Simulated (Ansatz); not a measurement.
# Cs: the order of phases, without relativity, part 2 of 2

Aim: relax Cs in several structures (fcc, bcc, hcp) and rank them by energy, without relativity. Methods of the runs shown: PAW and LAPW.

Ansatz 0.2.0; DFT PBE; a cell built from a prototype (fcc type), not taken from measurement. The steps go on from the part before.

### 5 Bcc relaxed, LAPW

input.yaml reads:

```yaml
crystal:
  lattice:
    - [-3.0771560441, 3.0771560441, 3.0771560441]
    - [3.0771560441, -3.0771560441, 3.0771560441]
    - [3.0771560441, 3.0771560441, -3.0771560441]
  atoms:
    - { symbol: Cs, position: [0.0, 0.0, 0.0] }
kpoints:
  mp_grid: { grid: [10, 10, 10] }
scf:
  occupations: { method: fermi_dirac, width: 0.05 }
hamiltonian:
  xc: pbe
  pseudopotentials:
    kind: all_electron
    lapw: { basis_error: 0.0005 }
    relativity: none
output:
  forces: true
  stress: true
  eigenvalues: true
  populations: true
relax:
  f_tol: 0.005
  max_steps: 25
  cell: {}
```

Command:

```console
> ansatz run input.yaml --threads 1 --pin off --max-ram 3072MiB --backend cpu --events-out ev --progress --plain --runs-dir out
```

The log of the run:

```text
The last accepted step is kept in <dir> (removed where the run ends without a failure and the disk answers)
Cs: projections on atomic orbitals take those of the free atom 1s2 2s2 2p6 3s2 3p6 3d10 4s2 4p6 4d10 5s2 5p6 6s1, of charge +0.00 (hamiltonian.pseudopotentials.projection_atoms)
LAPW: plane waves up to 3.738 Å⁻¹, error target 5.0e-4 eV per atom; Cs in spheres of 2.585 Å, 19 of its electrons in bands, Dirac shells []
Engine: ansatz 0.2.0
Pseudopotentials: kind: all_electron
Pseudopotential: Cs, LAPW, valence charge 19, Schrödinger's equation, point nucleus
Functional definition: PBE
  parameter kappa = 0.804
  parameter beta = 0.06672455060314922
  exchange = pbe_x(kappa = kappa, mu = beta*pi^2/3)
  correlation = pbe_c(beta = beta)
Crystal: 1 atoms, lattice volume = 116.549 Å³
Basis set: ecut = 53.23336370544085 eV, 87 PW (Γ), exchange–correlation at level 2
Bands: 14, of which v1, the nominal top of the filled ones, is band 10 counted from 1 (9 counted from 0)
Symmetry: 48 space group operations
Space group: Im-3m (ITA 229), of the structure as read, at distance tolerance 4.9e-5 Å
k-points: 47 of 1000
Non-local potential: Cs, projectors of the file, none
Initial density: superposition of atomic densities (chi_scale 0.1, normalization cell)
Initial wavefunctions: plane waves of lowest kinetic energy (no species holds an atomic orbital)
Functional: x = pbe(κ = 0.804, μ = 0.2195149727645171), c = pbe(β = 0.06672455060314922)
iter 1 solved again at ethr=1.26e-5 eV; its pass at ethr=1.00e-1 eV (dr2=2.39e-3 eV) is discarded
SCF iter   1: F=—  HF=-205611.654660 eV  |F-HF|=—  |Δ(HF+E_count)|=         —  Δρ=8.46e-4  dr2=2.39e-3  ethr=1.26e-5  ⟨swp⟩=5.3  Hψ=4762  notcnv=0
preconditioner: auto → Kerker (q_TF=auto, 2.017 Å⁻¹)  [metal: Δε(μ)=0.039 eV  Ē_g=2.427 eV  σ=0.050 eV  W_gap=0.19  n_scr=12 (ndim 8)  ℏωp=3.4 eV  f_vac=0.000  D(μ)=1.91/eV (n_scr^D=12)]
SCF iter   2: F=—  HF=-205611.654442 eV  |F-HF|=—  |Δ(HF+E_count)|=   2.18e-4  Δρ=6.40e-4  dr2=1.52e-3  ethr=1.26e-5  ⟨swp⟩=2.0  Hψ=2157  notcnv=0
SCF iter   3: F=—  HF=-205611.655115 eV  |F-HF|=—  |Δ(HF+E_count)|=   6.72e-4  Δρ=3.90e-4  dr2=6.57e-4  ethr=7.99e-6  ⟨swp⟩=2.2  Hψ=2167  notcnv=0
SCF iter   4: F=—  HF=-205611.655432 eV  |F-HF|=—  |Δ(HF+E_count)|=   3.17e-4  Δρ=1.94e-4  dr2=1.81e-4  ethr=3.46e-6  ⟨swp⟩=2.8  Hψ=2193  notcnv=0
iter 5 solved again at ethr=7.10e-8 eV; its pass at ethr=9.55e-7 eV (dr2=1.35e-5 eV) is discarded
SCF iter   5: F=—  HF=-205611.655525 eV  |F-HF|=—  |Δ(HF+E_count)|=   9.31e-5  Δρ=5.75e-5  dr2=1.35e-5  ethr=7.10e-8  ⟨swp⟩=2.0  Hψ=3509  notcnv=0
SCF iter   6: F=—  HF=-205611.655526 eV  |F-HF|=—  |Δ(HF+E_count)|=   1.44e-6  Δρ=2.49e-5  dr2=1.45e-6  ethr=7.10e-8  ⟨swp⟩=2.9  Hψ=2199  notcnv=0
SCF iter   7: F=-205611.655527 eV  HF=-205611.655527 eV  |F-HF|=5.44e-8  |Δ(HF+E_count)|=   6.09e-7  Δρ=4.23e-6  dr2=4.31e-8  ethr=7.63e-9  ⟨swp⟩=2.9  Hψ=2202  notcnv=0
SCF 1 converged in 7 iterations: F = -205611.655527 eV  dr2 = 4.31e-8
relax step   1: F+E_penalty+E_count = -205611.65552708 eV  Δ(F+E_penalty+E_count) = +0.000e0 eV  max|allowed force component| = 0.000e0 eV/Å  Δτ_max = 0.0000 Å  P = +0.125 GPa  Ω = 116.549 Å³  (7 SCF iters, accepted)
Crystal: 1 atoms, lattice volume = 117.059 Å³
Basis set: ecut = 53.078562575691244 eV, 87 PW (Γ), exchange–correlation at level 2
Initial density: handed on by an earlier stage of this run
Initial wavefunctions: those handed on with the density
iter 1 solved again at ethr=5.23e-10 eV; its pass at ethr=1.00e-1 eV (dr2=9.93e-8 eV) is discarded
SCF iter   1: F=—  HF=-205611.655907 eV  |F-HF|=—  |Δ(HF+E_count)|=         —  Δρ=3.01e-6  dr2=1.67e-8  ethr=5.23e-10  ⟨swp⟩=6.6  Hψ=4353  notcnv=0
preconditioner: auto → Kerker (q_TF=auto, 2.015 Å⁻¹)  [metal: Δε(μ)=0.048 eV  Ē_g=2.420 eV  σ=0.050 eV  W_gap=0.23  n_scr=12 (ndim 8)  ℏωp=3.4 eV  f_vac=0.000  D(μ)=1.90/eV (n_scr^D=12)]
SCF iter   2: F=-205611.655909 eV  HF=-205611.655909 eV  |F-HF|=4.32e-8  |Δ(HF+E_count)|=   1.77e-6  Δρ=2.27e-6  dr2=1.09e-8  ethr=8.78e-11  ⟨swp⟩=3.1  Hψ=2390  notcnv=0
SCF 2 converged in 2 iterations: F = -205611.655909 eV  dr2 = 1.09e-8
relax step   2: F+E_penalty+E_count = -205611.65590891 eV  Δ(F+E_penalty+E_count) = -3.818e-4 eV  max|allowed force component| = 0.000e0 eV/Å  Δτ_max = 0.0000 Å  P = +0.115 GPa  Ω = 117.059 Å³  (2 SCF iters, accepted)
Crystal: 1 atoms, lattice volume = 123.595 Å³
Basis set: ecut = 51.19053667955428 eV, 87 PW (Γ), exchange–correlation at level 2
iter 1 solved again at ethr=6.79e-10 eV; its pass at ethr=1.00e-1 eV (dr2=1.29e-7 eV) is discarded
SCF iter   1: F=—  HF=-205611.658306 eV  |F-HF|=—  |Δ(HF+E_count)|=         —  Δρ=2.87e-5  dr2=2.97e-6  ethr=6.79e-10  ⟨swp⟩=8.9  Hψ=5066  notcnv=0
eigensolver tolerance schedule calibrated: the retry pair's looser diagonalisation under-reported the residual by θ = 0.96 (0.12/decade); ethr = c·dr2/N_el runs at the constant in force after the calibration composes with the one it found (an armed cap, an earlier calibration), c = 7.3e-2
preconditioner: auto → Kerker (q_TF=auto, 1.997 Å⁻¹)  [metal: Δε(μ)=0.060 eV  Ē_g=2.374 eV  σ=0.050 eV  W_gap=0.29  n_scr=12 (ndim 8)  ℏωp=3.3 eV  f_vac=0.000  D(μ)=1.86/eV (n_scr^D=12)]
SCF iter   2: F=—  HF=-205611.658312 eV  |F-HF|=—  |Δ(HF+E_count)|=   6.16e-6  Δρ=2.33e-5  dr2=2.17e-6  ethr=6.79e-10  ⟨swp⟩=3.0  Hψ=2345  notcnv=0
SCF iter   3: F=—  HF=-205611.658315 eV  |F-HF|=—  |Δ(HF+E_count)|=   2.76e-6  Δρ=1.44e-5  dr2=9.79e-7  ethr=6.79e-10  ⟨swp⟩=2.8  Hψ=2193  notcnv=0
SCF iter   4: F=—  HF=-205611.658316 eV  |F-HF|=—  |Δ(HF+E_count)|=   5.13e-7  Δρ=7.80e-6  dr2=3.23e-7  ethr=6.79e-10  ⟨swp⟩=2.8  Hψ=2193  notcnv=0
SCF iter   5: F=-205611.658316 eV  HF=-205611.658316 eV  |F-HF|=8.73e-11  |Δ(HF+E_count)|=   1.71e-7  Δρ=2.48e-6  dr2=2.99e-8  ethr=6.79e-10  ⟨swp⟩=2.8  Hψ=2193  notcnv=0
SCF 3 converged in 5 iterations: F = -205611.658316 eV  dr2 = 2.99e-8
relax step   3: F+E_penalty+E_count = -205611.65831580 eV  Δ(F+E_penalty+E_count) = -2.407e-3 eV  max|allowed force component| = 0.000e0 eV/Å  Δτ_max = 0.0000 Å  P = +0.007 GPa  Ω = 123.595 Å³  (5 SCF iters, accepted)
iter 1 solved again at ethr=2.10e-11 eV; its pass at ethr=1.00e-1 eV (dr2=4.00e-9 eV) is discarded
SCF iter   1: F=—  HF=-205611.658314 eV  |F-HF|=—  |Δ(HF+E_count)|=         —  Δρ=1.02e-6  dr2=3.67e-9  ethr=2.10e-11  ⟨swp⟩=11.4  Hψ=5615  notcnv=0  reapply=16
preconditioner: auto → Kerker (q_TF=auto, 1.997 Å⁻¹)  [metal: Δε(μ)=0.060 eV  Ē_g=2.375 eV  σ=0.050 eV  W_gap=0.29  n_scr=12 (ndim 8)  ℏωp=3.3 eV  f_vac=0.000  D(μ)=1.86/eV (n_scr^D=12)]
SCF iter   2: F=-205611.658316 eV  HF=-205611.658316 eV  |F-HF|=5.38e-9  |Δ(HF+E_count)|=   1.88e-6  Δρ=8.12e-7  dr2=2.50e-9  ethr=1.93e-11  ⟨swp⟩=3.2  Hψ=2389  notcnv=0
SCF 4 converged in 2 iterations: F = -205611.658316 eV  dr2 = 2.50e-9
relax step   4: F+E_penalty+E_count = -205611.65831581 eV  Δ(F+E_penalty+E_count) = -9.371e-9 eV  max|allowed force component| = 0.000e0 eV/Å  Δτ_max = 0.0000 Å  P = +0.007 GPa  Ω = 123.595 Å³  stress off target by 6.92e-3 GPa  SCF on the basis re-selected at this cell (its energy is not comparable with the rows above)  (2 SCF iters)
basis re-selected at this cell: Δ(F+E_penalty+E_count) = -9.371e-9 eV, ΔP = +0.000 GPa vs the last step (what re-selecting the basis moved, after the strain that the cell walked since its last selection, with what the two solves' SCF thresholds leave and, on support functions, any second-order correction that the steps lacked; it is no measure of the basis error at this ecutwfc). This SCF's stress stands 6.92e-3 GPa from its target on what of the cell is left free (relax.cell.stress_tol is 5.00e-2 GPa) and its largest allowed force component is 0.00e0 eV/Å (relax.f_tol is 5.00e-3 eV/Å): within both
SCF converged after 2 iterations
Free energy (F): -205611.658316 eV
Harris-Foulkes:  -205611.658316 eV  (|F-HF|=5.38e-9)
Internal energy: -205611.644042 eV  (E = F + TS)
E sigma→0 (E₀):  -205611.651179 eV
Entropy (-TS):   -0.014274 eV (-14.274 meV/atom)
Fermi energy:    3.100063 eV
--- Per-component energies (eV) ---
  E_band       = -795.625440
  E_kinetic    = 205539.563200
  E_xc         = -5067.525363
  E_electrostatic = -406083.681879  (all electrons and nuclei)
  E_smearing   = -0.014274  (= −TS)
  E_closure    = 0.000000  (closes the sum)
  E_atoms      = -205610.790664  (free atoms, spherical and without spin; not in F)
  Σ components = -205611.658316   (vs F -205611.658316, Δ=0.00e0)
  Basis errors (estimates in eV, not in F): energy 1.1e-4 per atom: plane waves 1.1e-4 (5.9e-5 summed), levels above the bands 2.0e-26, relativity 0.0e0, radial functions 2.9e-6, core shells 4.2e-9; eigenvalues (radial functions only) 3.5e-7; not estimated: angular momenta, meshes, grids; target (lapw.basis_error) 5.0e-4; muffin-tin radii Cs 2.636 Å
--- Forces (eV/Å), atoms counted from 1 ---
  atom   1  Cs     0.00000000    -0.00000000    -0.00000000
  max |Σ_I F_I| component: 2.69e-32 eV/Å
--- Stress (GPa, compression-positive) ---
        0.006922       0.000000      -0.000000
        0.000000       0.006922       0.000000
       -0.000000       0.000000       0.006922
  P = ⅓ Tr σ = 0.0069 GPa (0.069 kbar)
--- Band table (eV; the first three rows and the last of 47) ---
  k-point 0: bands = ["-71.4628", "-71.4628", "-71.4628", "-71.4628", "-71.4628", "-18.7953", "-7.6209", "-7.6209", "-7.6209", "1.5877", "5.2252", "5.2252", "5.2252", "6.0069"]
  k-point 1: bands = ["-71.4628", "-71.4628", "-71.4628", "-71.4628", "-71.4628", "-18.7945", "-7.6318", "-7.6245", "-7.6209", "1.6876", "5.1250", "5.1398", "5.3248", "5.8662"]
  k-point 2: bands = ["-71.4628", "-71.4628", "-71.4628", "-71.4628", "-71.4628", "-18.7926", "-7.6599", "-7.6339", "-7.6209", "1.9732", "4.8063", "4.9056", "5.6187", "5.8208"]
  k-point 46: bands = ["-71.4628", "-71.4628", "-71.4628", "-71.4628", "-71.4628", "-18.7814", "-7.7006", "-7.7006", "-7.7006", "3.6088", "3.6088", "5.8603", "5.8603", "5.8603"]
--- Relaxed structure (3 steps of the walk, 3 accepted, 1 SCFs on fresh bases) ---
  F+E_penalty+E_count = -205611.65831581 eV   max|allowed force component| = 0.000e0 eV/Å   (the final SCF, on the basis selected at the relaxed cell)
  cell:  # Å, volume = 123.5947 Å³
    - [-3.137954436932414, 3.137954436932415, 3.137954436932414]
    - [3.137954436932414, -3.137954436932415, 3.137954436932414]
    - [3.137954436932414, 3.137954436932415, -3.137954436932414]
  atoms:
    - { symbol: Cs, position: [0.0, 0.0, 0.0] }
--- Löwdin populations: 1 site ---
  site symbol       q [e]
     0     Cs     54.9535
  spilling = 0.000845 (of n_electrons = 55.000000)
```

Run time: 8.3 s. Hardware: 1 thread of Arm Neoverse V1, shared host; peak memory 0.22 GiB.

Relaxation path:

| step | energy from step 1 (eV/cell) | largest force component (eV/Å) | pressure (GPa) | volume (Å³) |
| --- | --- | --- | --- | --- |
| 1 | 0.0000 | 0.0000 | 0.12 | 116.55 |
| 2 | -0.0004 | 0.0000 | 0.12 | 117.06 |
| 3 | -0.0028 | 0.0000 | 0.01 | 123.59 |
| 4 | -0.0028 | 0.0000 | 0.01 | 123.59 |

Step 1 is the start. Step 4 repeats the geometry before on a plane-wave basis chosen anew for that cell, so the energy can jump there without any move; the table keeps such jumps.

| input's cell | before | after | change |
| --- | --- | --- | --- |
| a (Å) | 5.330 | 5.435 | +2.0 % |
| b (Å) | 5.330 | 5.435 | +2.0 % |
| c (Å) | 5.330 | 5.435 | +2.0 % |
| volume (Å³/atom) | 116.55 | 123.59 | +6.0 % |

In short: pressure 0.01 GPa; no gap.

### 6 Hcp relaxed, PAW

input.yaml reads:

```yaml
crystal:
  lattice:
    - [5.4974881302, 0.0, 0.0]
    - [-2.7487440651, 4.7609643778, 0.0]
    - [0.0, 0.0, 8.905930771]
  atoms:
    - { symbol: Cs, position: [0.3333333333, 0.6666666667, 0.25] }
    - { symbol: Cs, position: [0.6666666667, 0.3333333333, 0.75] }
kpoints:
  mp_grid: { grid: [9, 9, 5] }
scf:
  occupations: { method: fermi_dirac, width: 0.05 }
hamiltonian:
  xc: pbe
  pseudopotentials: { kind: paw }
output:
  forces: true
  stress: true
relax:
  f_tol: 0.005
  max_steps: 40
  cell: {}
```

Command:

```console
> ansatz run input.yaml --threads 1 --pin off --max-ram 3072MiB --backend cpu --events-out ev --progress --plain --runs-dir out
```

The log of the run, cut to the lines that bear on the results:

```text
[...]
Pseudopotentials: kind: paw
Pseudopotential: Cs, paw, valence charge 9, recommended cutoff 420 eV (normal)
Functional definition: PBE
[...]
Crystal: 2 atoms, lattice volume = 233.098 Å³
Basis set: ecut = 420 eV, 4595 PW (Γ), exchange–correlation on 80×80×120 points (8 copies of the dense FFT grid, shifted against one another)
Bands: 13, of which v1, the nominal top of the filled ones, is band 9 counted from 1 (8 counted from 0)
Symmetry: 24 space group operations
Space group: P63/mmc (ITA 194), of the structure as read, at distance tolerance 6.2e-5 Å
k-points: 36 of 405
[...]
SCF iter   1: F=—  HF=-11341.541804 eV  |F-HF|=—  |Δ(HF+E_count)|=         —  Δρ=3.39e-4  dr2=6.77e-4  ethr=1.77e-3  ⟨swp⟩=7.1  Hψ=3265  notcnv=0
[...]
E sigma→0 (E₀):  -11341.532963 eV
Entropy (-TS):   -0.018437 eV (-9.218 meV/atom)
Fermi energy:    2.183323 eV
[...]
--- Forces (eV/Å), atoms counted from 1 ---
  atom   1  Cs    -0.00000000     0.00000000     0.00000000
  atom   2  Cs     0.00000000    -0.00000000     0.00000000
[...]
--- Stress (GPa, compression-positive) ---
       -0.005034       0.000000       0.000000
       -0.000000      -0.005034       0.000000
        0.000000       0.000000       0.042795
  P = ⅓ Tr σ = 0.0109 GPa (0.109 kbar)
--- Relaxed structure (1 steps of the walk, 1 accepted, 1 SCFs on fresh bases) ---
  F+E_penalty+E_count = -11341.54218096 eV   max|allowed force component| = 6.794e-18 eV/Å   (the final SCF, on the basis selected at the relaxed cell)
  cell:  # Å, volume = 233.0980 Å³
    - [5.497488130225049, 0.0, 0.0]
    - [-2.7487440651125246, 4.760964377778307, 0.0]
    - [0.0, 0.0, 8.905930771]
  atoms:
    - { symbol: Cs, position: [0.3333333333333333, 0.6666666666666666, 0.24999999999999997] }
    - { symbol: Cs, position: [0.6666666666666666, 0.3333333333333333, 0.7499999999999999] }
```

It took 12 s on 1 thread of Arm Neoverse V1, shared host; peak memory 0.46 GiB.

Step by step:

| step | energy from step 1 (eV/cell) | largest force component (eV/Å) | pressure (GPa) | volume (Å³) |
| --- | --- | --- | --- | --- |
| 1 | 0.0000 | 0.0000 | 0.01 | 233.10 |
| 2 | 0.0000 | 0.0000 | 0.01 | 233.10 |

Step 1 is the start. Step 2 repeats the geometry before on a plane-wave basis chosen anew for that cell, so the energy can jump there without any move; the table keeps such jumps.

| input's cell | before | after | change |
| --- | --- | --- | --- |
| a (Å) | 5.497 | 5.497 | -0.0 % |
| b (Å) | 5.497 | 5.497 | -0.0 % |
| c (Å) | 8.906 | 8.906 | +0.0 % |
| volume (Å³/atom) | 116.55 | 116.55 | -0.0 % |

### 7 Hcp relaxed, LAPW

input.yaml: that of step 6 with these lines changed.

```diff
@@ -14,3 +14,6 @@
   xc: pbe
-  pseudopotentials: { kind: paw }
+  pseudopotentials:
+    kind: all_electron
+    lapw: { basis_error: 0.0005 }
+    relativity: none
 output:
@@ -18,5 +21,7 @@
   stress: true
+  eigenvalues: true
+  populations: true
 relax:
   f_tol: 0.005
-  max_steps: 40
+  max_steps: 25
   cell: {}
```

Command:

```console
> ansatz run input.yaml --threads 1 --pin off --max-ram 3072MiB --backend cpu --events-out ev --progress --plain --runs-dir out
```

The log of the run, cut to the lines that bear on the results:

```text
[...]
Cs: projections on atomic orbitals take those of the free atom 1s2 2s2 2p6 3s2 3p6 3d10 4s2 4p6 4d10 5s2 5p6 6s1, of charge +0.00 (hamiltonian.pseudopotentials.projection_atoms)
LAPW: plane waves up to 3.609 Å⁻¹, error target 5.0e-4 eV per atom; Cs in spheres of 2.652 Å, 19 of its electrons in bands, Dirac shells []
[...]
Pseudopotentials: kind: all_electron
Pseudopotential: Cs, LAPW, valence charge 19, Schrödinger's equation, point nucleus
Functional definition: PBE
[...]
Crystal: 2 atoms, lattice volume = 233.098 Å³
Basis set: ecut = 49.62633455142014 eV, 185 PW (Γ), exchange–correlation at level 2
Bands: 23, of which v1, the nominal top of the filled ones, is band 19 counted from 1 (18 counted from 0)
Symmetry: 24 space group operations
Space group: P63/mmc (ITA 194), of the structure as read, at distance tolerance 6.2e-5 Å
k-points: 36 of 405
[...]
--- Stress (GPa, compression-positive) ---
        0.002430       0.000000      -0.000000
        0.000000       0.002430      -0.000000
       -0.000000      -0.000000       0.015231
  P = ⅓ Tr σ = 0.0067 GPa (0.067 kbar)
--- Band table (eV; the first three rows and the last of 36) ---
[... band rows left out ...]
[...]
--- Relaxed structure (3 steps of the walk, 3 accepted, 1 SCFs on fresh bases) ---
  F+E_penalty+E_count = -411223.32166293 eV   max|allowed force component| = 1.735e-18 eV/Å   (the final SCF, on the basis selected at the relaxed cell)
  cell:  # Å, volume = 247.8638 Å³
    - [5.591500094187709, 0.0, 0.0]
    - [-2.7957500470938546, 4.842381126829638, 0.0]
    - [0.0, 0.0, 9.1543131942766]
  atoms:
    - { symbol: Cs, position: [0.3333333333333333, 0.6666666666666666, 0.25] }
    - { symbol: Cs, position: [0.6666666666666666, 0.3333333333333333, 0.75] }
--- Löwdin populations: 2 sites ---
  site symbol       q [e]
     0     Cs     54.9551
     1     Cs     54.9551
  spilling = 0.000816 (of n_electrons = 110.000000)
```

It took 18 s on 1 thread of Arm Neoverse V1, shared host; peak memory 0.27 GiB.

Step by step:

| step | energy from step 1 (eV/cell) | largest force component (eV/Å) | pressure (GPa) | volume (Å³) |
| --- | --- | --- | --- | --- |
| 1 | 0.0000 | 0.0000 | 0.13 | 233.10 |
| 2 | -0.0010 | 0.0000 | 0.12 | 234.28 |
| 3 | -0.0064 | 0.0000 | 0.01 | 247.86 |
| 4 | -0.0064 | 0.0000 | 0.01 | 247.86 |

Step 1 is the start. Step 4 repeats the geometry before on a plane-wave basis chosen anew for that cell, so the energy can jump there without any move; the table keeps such jumps.

| input's cell | before | after | change |
| --- | --- | --- | --- |
| a (Å) | 5.497 | 5.592 | +1.7 % |
| b (Å) | 5.497 | 5.592 | +1.7 % |
| c (Å) | 8.906 | 9.154 | +2.8 % |
| volume (Å³/atom) | 116.55 | 123.93 | +6.3 % |

Read from it: pressure 0.01 GPa; no gap.

### 8 All runs together

Free energy per atom, from each method's lowest phase:

```
method  start  space group, start → end  volume (Å³/atom)  pressure (GPa)  free energy (meV/atom)
  LAPW    fcc             Fm-3m → Fm-3m           123.579             0.0                     0.1
  LAPW    bcc             Im-3m → Im-3m           123.595             0.0                     2.5
  LAPW    hcp       P6_3/mmc → P6_3/mmc           123.932             0.0                     0.0
   PAW    fcc             Fm-3m → Fm-3m           116.549             0.0                     0.2
   PAW    bcc             Im-3m → Im-3m           116.549             0.0                     3.8
   PAW    hcp       P6_3/mmc → P6_3/mmc           116.549             0.0                     0.0
```

### 9 Results

This closing draws on all 2 parts.

```
     quantity                        value
lowest (LAPW)  hcp, 0.1 meV/atom under fcc
 lowest (PAW)  hcp, 0.2 meV/atom under fcc
```

**Reading.** By LAPW the order is hcp ≈ fcc < bcc; the first two lie within 0.1 meV/atom, too close to call. By PAW the order is hcp ≈ fcc < bcc; the first two lie within 0.2 meV/atom, too close to call. Only LAPW drops relativity: the PAW files are scalar-relativistic and give the starting cells, so the two sets of rows differ by relativity and by the method's own errors together. Only these structures were tried, with electrons smeared by 0.05 eV and without vibrations, so the true ground state may be another. The k meshes differ between phases and weren't tested, which can move differences by some meV. Spin-orbit coupling is left out, though the cell holds Cs; in elements this heavy it can shift bands and gaps by tenths of an eV.
